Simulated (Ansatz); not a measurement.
Relaxed structure of CO on the (111) surface of Pb, one molecule per 42.6 Å² (the molecule's atoms stand last):

```xyz
14
Lattice="7.0142 0.0000 0.0000 -3.5071 6.0745 0.0000 0.0000 0.0000 24.8771" Properties=species:S:1:pos:R:3 pbc="T T T"
Pb    1.7535    1.0124    8.0000
Pb    0.0000    4.0496    8.0000
Pb    5.2606    1.0124    8.0000
Pb    3.5071    4.0496    8.0000
Pb    3.5204    2.0325   10.6162
Pb    1.7378    5.0530   10.6476
Pb    0.0058    2.0390   10.6538
Pb   -1.7383    5.0600   10.6538
Pb   -1.7585    3.0344   13.3326
Pb   -0.0050   -0.0029   13.2781
Pb    1.7810    3.0267   13.3271
Pb    3.5117    0.0291   13.3271
C     0.1162    4.1167   15.7461
O     0.2321    4.1837   16.8843
```

Theory: Ansatz 0.2.0, DFT PBE+D3(BJ), scalar-relativistic, plane waves, PAW. Plane waves to 420 eV, a k mesh through Γ of 3×3×1 on the computed 14-atom cell and Gaussian smearing (0.10 eV); no spin polarisation. The cell repeats along c with a dipole correction in the vacuum.

The slab and the molecular layer are also computed alone at these places.

(1) How does the adsorption energy per molecule split into interaction and deformation?

(2) How much charge moves across the plane at z = 14.54 Å, midway between slab and molecule?

(3) How does the density difference (whole less rigid parts, positive where electrons gather), summed over the plane, run along c?

## Answers

(1) E_ads = -0.226 eV: interaction of the rigid parts -0.246 eV, deformation of the slab +0.014 eV, deformation of the molecule with its lateral interactions +0.006 eV.

(2) About 0.07 electrons a cell move up to the molecule; half the integral of |Δρ| is 0.23 e.

(3) (z (Å), Δρ (e/Å)): (6.08, -0.007), (6.22, -0.007), (6.50, -0.007), (6.63, -0.006), (6.91, -0.002), (7.05, 0.003), (7.19, 0.007), (7.46, 0.011), (7.60, 0.011), (7.88, 0.013), (8.02, 0.013), (8.15, 0.010), (8.43, 0.005), (8.57, 0.006), (8.71, 0.007), (8.98, 0.009), (9.12, 0.009), (9.40, 0.006), (9.54, 0.002), (9.67, -0.004), (9.95, -0.013), (10.09, -0.013), (10.37, -0.009), (10.50, -0.008), (10.64, -0.007), (10.92, -0.002), (11.06, 0.002), (11.33, 0.006), (11.47, 0.004), (11.61, -0.001), (11.89, -0.013), (12.02, -0.015), (12.30, -0.004), (12.44, 0.008), (12.58, 0.020), (12.85, 0.023), (12.99, 0.014), (13.13, 0.004), (13.41, -0.017), (13.54, -0.030), (13.82, -0.066), (13.96, -0.087), (14.10, -0.099), (14.37, -0.079), (14.51, -0.050), (14.79, 0.009), (14.93, 0.030), (15.06, 0.040), (15.34, 0.034), (15.48, 0.041), (15.76, 0.082), (15.89, 0.070), (16.03, 0.039), (16.31, -0.009), (16.45, -0.020), (16.72, 0.000), (16.86, 0.028), (17.00, 0.034), (17.28, 0.012), (17.41, 0.009), (17.55, 0.007), (17.83, 0.004), (17.97, 0.003), (18.24, 0.001), (18.38, 0.001), (18.52, 0.001), (18.80, 0.000), (18.93, 0.000), (19.21, 0.000), (19.35, 0.000)